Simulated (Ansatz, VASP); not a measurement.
# BN in two plane-wave programs, part 2 of 2

One calculation is typed for both programs; each brings its own data sets and cutoff. How far apart do they land?  Other levels of theory on this material are compared in a session of their own.

VASP 6.6.1 and Ansatz 0.2.0.

So far. Step 2 (VASP: band structure, PBE): The run ends at a pressure of 3.47 GPa.

## (5) Ansatz: band structure, r2SCAN

Level of this step: Ansatz beside VASP: Kohn-Sham DFT, plane waves, r2SCAN (Ansatz).

The same path points are solved in both programs, so levels can be compared one by one.

Input file input.yaml:

```yaml
crystal:
  lattice:
    - [2.50399, 0.0, 0.0]
    - [-1.251995, 2.1685189508, 0.0]
    - [0.0, 0.0, 6.6612]
  atoms:
    - { symbol: B, position: [0.3333333333, 0.6666666667, 0.25] }
    - { symbol: B, position: [0.6666666667, 0.3333333333, 0.75] }
    - { symbol: "N", position: [0.3333333333, 0.6666666667, 0.75] }
    - { symbol: "N", position: [0.6666666667, 0.3333333333, 0.25] }
hamiltonian:
  xc: r2scan
  pseudopotentials: { kind: paw }
kpoints:
  mp_grid: { grid: [6, 6, 2] }
  band_path:
    path:
      - [0.0, 0.0, 0.0]
      - [0.13333, 0.0, 0.0]
      - [0.3, 0.0, 0.0]
      - [0.46667, 0.0, 0.0]
      - [0.5, 0.0, 0.0]
      - [0.46667, 0.06667, 0.0]
      - [0.41111, 0.17778, 0.0]
      - [0.35556, 0.28889, 0.0]
      - [0.31111, 0.31111, 0.0]
      - [0.28889, 0.28889, 0.0]
      - [0.17778, 0.17778, 0.0]
      - [0.06667, 0.06667, 0.0]
      - [0.0, 0.0, 0.03333]
      - [0.0, 0.0, 0.2]
      - [0.0, 0.0, 0.36667]
      - [0.0, 0.0, 0.5]
      - [0.16667, 0.0, 0.5]
      - [0.3, 0.0, 0.5]
      - [0.46667, 0.0, 0.5]
      - [0.46667, 0.06667, 0.5]
      - [0.41111, 0.17778, 0.5]
      - [0.35556, 0.28889, 0.5]
      - [0.28889, 0.28889, 0.5]
      - [0.17778, 0.17778, 0.5]
      - [0.06667, 0.06667, 0.5]
      - [0.5, 0.0, 0.46667]
      - [0.5, 0.0, 0.3]
      - [0.5, 0.0, 0.13333]
      - [0.33333, 0.33333, 0.0]
      - [0.33333, 0.33333, 0.16667]
      - [0.33333, 0.33333, 0.33333]
      - [0.33333, 0.33333, 0.5]
    npoints: 1
scf:
  occupations: { method: gaussian, width: 0.02 }
  n_extra_bands: 8
output:
  forces: true
  stress: true
  eigenvalues: true
```

Run with:

```bash
$ ansatz run input.yaml --threads 2 --pin off --max-ram 4608MiB --backend cpu --events-out ev --progress --plain --runs-dir out
```

Numbers of over 12 decimals in the logs are rounded to 6 here.

What it wrote:

```text
[...]
Crystal: 4 atoms, lattice volume = 36.170 Å³
Basis set: ecut = 500 eV, 907 PW (Γ), exchange–correlation on 80×80×200 points (64 copies of the dense FFT grid, shifted against one another)
Bands: 16, of which v1, the nominal top of the filled ones, is band 8 counted from 1 (7 counted from 0)
Symmetry: 24 space group operations
[...]
k-points: 14 of 72
[...]
k-point 0: bands = [... 4 lower, 3.0940, 3.0940, 3.1318, 3.1318, 10.0536, 15.4755, 16.8156, 16.8156, ... 4 higher]
  k-point 1: bands = [... 4 lower, 3.1129, 3.1129, 3.1129, 3.1129, 12.5241, 12.5241, 16.8794, 16.8794, ... 4 higher]
  k-point 2: bands = [... 4 lower, 1.0175, 1.0579, 2.1655, 2.2159, 10.9859, 15.0047, 16.2154, 16.6123, ... 4 higher]
  k-point 13: bands = [... 4 lower, -3.0276, -3.0276, 4.4427, 4.4427, 9.7375, 9.7375, 16.9675, 16.9675, ... 4 higher]
[key lines of the parts left out:]
SCF converged after 7 iterations
Free energy (F): -1088.244354 eV
Fermi energy:    6.862170 eV
P = ⅓ Tr σ = -0.6190 GPa (-6.190 kbar)
```

Wall time 1.3 s (2 threads of Arm Neoverse V2, shared host); peak memory 0.39 GiB; 2.4 s of CPU time.

## (6) VASP: band structure, r2SCAN

The same cell, functional, mesh and smearing now go to VASP, with its own data sets and cutoff.

Input file INCAR:

```
SYSTEM = BN
PREC = Accurate
ENCUT = 520
EDIFF = 1E-06
NELM = 100
ISMEAR = 0
SIGMA = 0.02
LREAL = .FALSE.
ALGO = Normal
METAGGA = R2SCAN
LASPH = .TRUE.
NBANDS = 22
LORBIT = 11
LWAVE = .FALSE.
LCHARG = .FALSE.
KPAR = 8
```

Input file POSCAR:

```
BN
1.0
    2.5039900000      0.0000000000      0.0000000000
   -1.2519950000      2.1685189508      0.0000000000
    0.0000000000      0.0000000000      6.6612000000
B N
2 2
Direct
    0.3333333333      0.6666666667      0.2500000000
    0.6666666667      0.3333333333      0.7500000000
    0.3333333333      0.6666666667      0.7500000000
    0.6666666667      0.3333333333      0.2500000000
```

Input file KPOINTS:

```
Automatic mesh
0
Gamma
6 6 2
0 0 0
```

Input file KPOINTS_OPT:

```
Line mode
16
Line-mode
Reciprocal
  0.00000000   0.00000000   0.00000000 GAMMA
  0.50000000   0.00000000   0.00000000 M

  0.50000000   0.00000000   0.00000000 M
  0.33333333   0.33333333   0.00000000 K

  0.33333333   0.33333333   0.00000000 K
  0.00000000   0.00000000   0.00000000 GAMMA

  0.00000000   0.00000000   0.00000000 GAMMA
  0.00000000   0.00000000   0.50000000 A

  0.00000000   0.00000000   0.50000000 A
  0.50000000   0.00000000   0.50000000 L

  0.50000000   0.00000000   0.50000000 L
  0.33333333   0.33333333   0.50000000 H

  0.33333333   0.33333333   0.50000000 H
  0.00000000   0.00000000   0.50000000 A

  0.50000000   0.00000000   0.50000000 L
  0.50000000   0.00000000   0.00000000 M

  0.33333333   0.33333333   0.00000000 K
  0.33333333   0.33333333   0.50000000 H
```

Potentials, in the order of the species: B and N (PBE family, release 64).

Run with:

```bash
$ mpirun -np 8 vasp_std
```

What it wrote:

```text
[banner, memory and clock lines left out]
running    8 mpi-ranks, on    1 nodes
[...]
[... a notice as in an earlier step ...]

|                                                                             |
|               ----> ADVICE to this user running VASP <----                  |
|                                                                             |
|     You enforced a specific xc type in the INCAR file but a different       |
|     [... a line on the potential file left out ...]
|     I HOPE YOU KNOW WHAT YOU ARE DOING!                                     |
|                                                                             |

 LDA part: xc-table for (None), standard interpolation
 POSCAR, INCAR and KPOINTS ok, starting setup
[...]
entering main loop
       N       E                     dE             d eps       ncg     rms          rms(c)
DAV:   1     0.366514546004E+02    0.36651E+02   -0.77623E+03   616   0.692E+02
DAV:   2    -0.440596756081E+02   -0.80711E+02   -0.75165E+02   816   0.188E+02
[...]
DAV:  11    -0.385915852876E+02   -0.14110E-03   -0.22868E-04   672   0.121E-01    0.211E-02
DAV:  12    -0.385915960589E+02   -0.10771E-04   -0.22489E-05   718   0.304E-02    0.912E-03
DAV:  13    -0.385915965240E+02   -0.46515E-06   -0.12776E-06   676   0.847E-03
   1 F= -.38591597E+02 E0= -.38591597E+02  d E =-.579302E-14
 Start KPOINTS_OPT (optional k-point list driver)
k-point batch [1-14\144]
       N       E                     dE             ncg
DAV:   1     0.698877864423E+02   -0.42820E+04      616
DAV:   2    -0.112004540154E+04   -0.11899E+04      814
DAV:   3    -0.116008613905E+04   -0.40041E+02      756
DAV:   4    -0.116021408856E+04   -0.12795E+00      676
DAV:   5    -0.116021452209E+04   -0.43354E-03      778
DAV:   6    -0.116021452481E+04   -0.27165E-05      696
DAV:   7    -0.116021452483E+04   -0.20109E-07      668
[...]
k-point batch [141-144\144]
       N       E                     dE             ncg
DAV:   1     0.858030425450E+04   -0.35566E+04      176
DAV:   2     0.830315495150E+04   -0.27715E+03      220
DAV:   3     0.829511612927E+04   -0.80388E+01      224
DAV:   4     0.829508730222E+04   -0.28827E-01      188
DAV:   5     0.829508718871E+04   -0.11351E-03      208
DAV:   6     0.829508718809E+04   -0.61967E-06      218
```

OUTCAR, selected parts (step 6):

```text
  Total       -0.1409649     -0.1409649      0.1449329      0.0000000     -0.0000000      0.0000000
  in kB       -6.2441493     -6.2441493      6.4199133      0.0000000     -0.0000000      0.0000000
  external PRESSURE =      -2.0227951 kB  Pullay stress =       0.0000000 kB

 POSITION                                       TOTAL-FORCE (eV/Angst)
 -----------------------------------------------------------------------------------
     -0.00000      1.44568      1.66530         0.000000      0.000000      0.000000
      1.25200      0.72284      4.99590         0.000000     -0.000000      0.000000
     -0.00000      1.44568      4.99590         0.000000     -0.000000     -0.000000
      1.25200      0.72284      1.66530        -0.000000      0.000000      0.000000
 -----------------------------------------------------------------------------------
    total drift:                               -0.000000      0.000000      0.000000

  FREE ENERGIE OF THE ION-ELECTRON SYSTEM (eV)
  ---------------------------------------------------
  free  energy   TOTEN  =       -38.5915965240 eV

  energy  without entropy=      -38.5915965240  energy(sigma->0) =      -38.59159652

[... 2 parts as in an earlier step ...]

[... 1 further part left out ...]
[key lines of the parts left out:]
E-fermi :   2.0878
```

The run ends at a pressure of -0.20 GPa.

## (7) Comparison

What differs besides the data sets and the points named for the pairs above, as far as they apply: VASP keeps PBE cores, Ansatz makes them for the functional; the cutoff is 500 eV in Ansatz and 520 eV in VASP. Total energies have different zeros and are not compared.

Compared:

| quantity | Ansatz | VASP | difference |
| --- | --- | --- | --- |
| pressure (GPa) | -0.62 | -0.20 | -0.42 |
| gap over the path points (eV) | 4.797 | 4.837 | -0.040 |

Levels at points of the path, from each program's valence-band top (eV; 4 filled, then empty):

| k (reciprocal lattice) | Ansatz | VASP |
| --- | --- | --- |
| 0.000 0.000 0.000 | -1.39 -1.39 -1.35 -1.35 5.57 10.99 12.33 | -1.39 -1.39 -1.35 -1.35 5.57 11.00 12.26 |
| 0.133 0.000 0.000 | -2.80 -2.76 -2.03 -1.98 6.19 10.73 11.91 | -2.80 -2.76 -2.03 -1.99 6.19 10.74 11.87 |
| 0.300 0.000 0.000 | -4.01 -3.50 -3.44 -2.17 8.17 8.37 9.06 | -4.00 -3.51 -3.45 -2.15 8.17 8.41 9.10 |
| 0.467 0.000 0.000 | -4.30 -4.23 -1.62 -0.53 4.94 6.35 10.08 | -4.30 -4.24 -1.61 -0.53 4.98 6.40 10.10 |
| 0.500 0.000 0.000 | -4.32 -4.25 -1.48 -0.48 4.80 6.23 10.15 | -4.33 -4.26 -1.48 -0.48 4.84 6.28 10.17 |
| 0.467 0.067 0.000 | -4.59 -4.52 -1.41 -0.43 4.85 6.21 10.50 | -4.60 -4.53 -1.40 -0.43 4.89 6.26 10.51 |
| 0.411 0.178 0.000 | -5.89 -5.81 -0.98 -0.18 5.11 6.04 12.09 | -5.90 -5.82 -0.97 -0.18 5.16 6.09 12.11 |
| 0.356 0.289 0.000 | -7.29 -7.25 -0.33 -0.01 5.37 5.64 11.37 | -7.29 -7.25 -0.33 -0.01 5.43 5.70 11.36 |
| 0.311 0.311 0.000 | -7.32 -7.30 -0.38 0.00 5.41 5.65 11.36 | -7.32 -7.30 -0.38 0.00 5.47 5.71 11.34 |
| 0.289 0.289 0.000 | -6.95 -6.91 -0.80 -0.04 5.52 5.93 11.75 | -6.95 -6.91 -0.80 -0.04 5.58 5.99 11.74 |

Among the levels compared at these points, filled levels agree within 14 meV and empty ones within 74 meV.

## (8) Outcome

```
difference in gap over the path points (band structure, PBE)    : 0.014 eV
difference in gap over the path points (band structure, r2SCAN) : -0.040 eV
```

What this shows: The difference in gap over the path points is -0.040 eV (band structure, r2SCAN), within the 0.08 eV picked in this series as the mark of a large difference. 3 further runs of this series are not shown here. Such differences can come from data sets, numerical settings and the points named under the comparisons, not from the functional's error against experiment.

[Lines on the potential files, build, host, timing and source positions are cut from VASP's logs without a mark.]

[Logs are printed without paths, hosts, clocks, repeated set-up lines and the standing remarks that a program may print on its own settings, such as how far it seeks lower states.]

[Hosts, paths, dates, database ids (printed as entryN), source tags and the programs' standing remarks are cut or masked in the printed files.]
